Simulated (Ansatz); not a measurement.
Structure: ZnSnP2 (I-42d) from a database of computed structures, at its r2SCAN minimum. Space group I-42d (No. 122), tetragonal; conventional cell a = 5.650 Å, c = 11.327 Å, 22.60 Å³ an atom. Zn is surrounded by 4 P at 2.38 Å; Sn is surrounded by 4 P at 2.52 Å; P is surrounded by 2 Zn at 2.38 Å and 2 Sn at 2.52 Å.

```
CELL_PARAMETERS angstrom
-2.82521 2.82521 5.66357
2.82521 -2.82521 5.66357
2.82521 2.82521 -5.66357
ATOMIC_POSITIONS crystal
Zn 0.75000 0.25000 0.50000
Zn 0.00000 0.00000 0.00000
Sn 0.25000 0.75000 0.50000
Sn 0.50000 0.50000 0.00000
P 0.37500 0.35326 0.47826
P 0.64674 0.12500 0.02174
P 0.10326 0.62500 0.97826
P 0.87500 0.89674 0.52174
```

4 runs of the plane-wave code Ansatz on this cell differ in the functional (and in the settings that go with it). Levels are in eV from each run's valence top; v1 is the last filled band, c1 the first empty one.

Run A, mean stress 0.0 GPa (compression positive):
```
point     v4     v3     v2     v1    c1    c2
    Γ  -2.60  -0.01   0.00   0.00  1.25  1.64
    X  -1.13  -1.13  -0.83  -0.83  1.44  1.44
    P  -1.12  -1.12  -1.09  -1.09  1.97  1.97
```

Run B, mean stress +2.0 GPa (compression positive):
```
point     v4     v3     v2     v1    c1    c2
    Γ  -2.50   0.00   0.00   0.00  0.83  1.42
    X  -1.08  -1.08  -0.79  -0.79  1.13  1.13
    P  -1.08  -1.08  -1.05  -1.05  1.68  1.68
```

Run C, mean stress -2.8 GPa (compression positive):
```
point     v4     v3     v2     v1    c1    c2
    Γ  -2.53   0.00   0.00   0.00  0.64  1.27
    X  -1.10  -1.10  -0.81  -0.81  0.97  0.97
    P  -1.10  -1.10  -1.07  -1.07  1.56  1.56
```

Run D, mean stress -0.4 GPa (compression positive):
```
point     v4     v3     v2     v1    c1    c2
    Γ  -2.70  -0.01   0.00   0.00  1.75  2.10
    X  -1.17  -1.17  -0.88  -0.88  1.94  1.94
    P  -1.17  -1.17  -1.13  -1.13  2.47  2.47
```

Q: Match the runs to LDA, PBE, r2SCAN, r2SCANh.

A: A is r2SCAN, B is PBE, C is LDA, D is r2SCANh. In order of the gap: LDA 0.64, PBE 0.83, r2SCAN 1.25, r2SCANh 1.75 eV. The stress vanishes for r2SCAN, which relaxed the cell.

No spin polarisation and no zero-point or thermal motion.

Spin-orbit coupling is left out, which matters wherever the heavy atoms make up the band edges.

The stress of a hybrid is loosely converged in these runs.
